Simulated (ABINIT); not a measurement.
Crystal: ZnS (Wurtzite-2H).

```
CELL_PARAMETERS angstrom
3.81100 0.00000 0.00000
-1.90550 3.30042 0.00000
0.00000 0.00000 6.23400
ATOMIC_POSITIONS crystal
Zn 0.66667 0.33333 0.50000
Zn 0.33333 0.66667 0.00000
S 0.66667 0.33333 0.88500
S 0.33333 0.66667 0.38500
```

Base run:

* Program: ABINIT 10.8.3 (patched build)
* Functional: WC
* Potentials or basis: JTH PAW PBE v2.0
* Cutoff: 707 eV
* k mesh: 8 × 8 × 5
* Occupations: fermi-dirac, width 0.05 eV
* Spin: no spin polarisation

Its results: band gap on the k mesh 2.07 eV, direct; pressure -1.3 GPa; largest force 0.309 eV/Å.

After a change of settings the same cell gave: band gap on the k mesh 1.98 eV, direct; pressure -3.9 GPa; largest force 0.296 eV/Å. Which change was it?
A. functional from WC to AM05
B. functional from WC to LDA
C. functional from WC to PBEsol
D. functional from WC to BLYP

B.

LDA binds more tightly than WC, so the same cell stands under less pressure.

Caveats: the PAW data sets were made with another functional, which shifts forces and pressure a little.

Runs at the PBE level aren't shown here.
